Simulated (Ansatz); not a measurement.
**Tc in Ansatz: convergence with xc grid**

Input of the first run (xc grid 1); the others differ in this setting and in those tied to it:

The input input.yaml:

```yaml
crystal:
  lattice:
    - [0.0, 1.95, 1.95]
    - [1.95, 0.0, 1.95]
    - [1.95, 1.95, 0.0]
  atoms:
    - { symbol: Tc, position: [0.0, 0.0, 0.0] }
hamiltonian:
  xc: pbesol
  pseudopotentials: { kind: paw }
kpoints:
  mp_grid: { grid: [10, 10, 10] }
scf:
  occupations: { method: gaussian, width: 0.1 }
output:
  forces: true
  stress: true
  eigenvalues: true
basis:
  xc_grid: 1
```

Potentials or basis: Ansatz PAW earlier set.

Command:

```console
$ ansatz run input.yaml --threads 2 --pin off --max-ram 5632MiB --backend cpu --events-out ev --progress --plain --runs-dir out
```

This isn't the form of Tc at room conditions, which is hcp.

Hardware: 2 threads of Arm Neoverse V1 (shared host).

```csv
xc grid,"energy less the tightest run, at zero smearing (meV/atom)",SCF cycles,CPU time (s),peak memory (GiB)
1,0.00,6,0.88,0.24
2,0.00,6,1.2,0.24
3,0.00,6,0.97,0.26
4,0.00,6,1.1,0.28
5,0.00,6,1.2,0.32
```

Against the tightest run, the energy stays within 1 meV/atom from 1 on. The tightest run that finished is the yardstick and may itself not be fully converged.
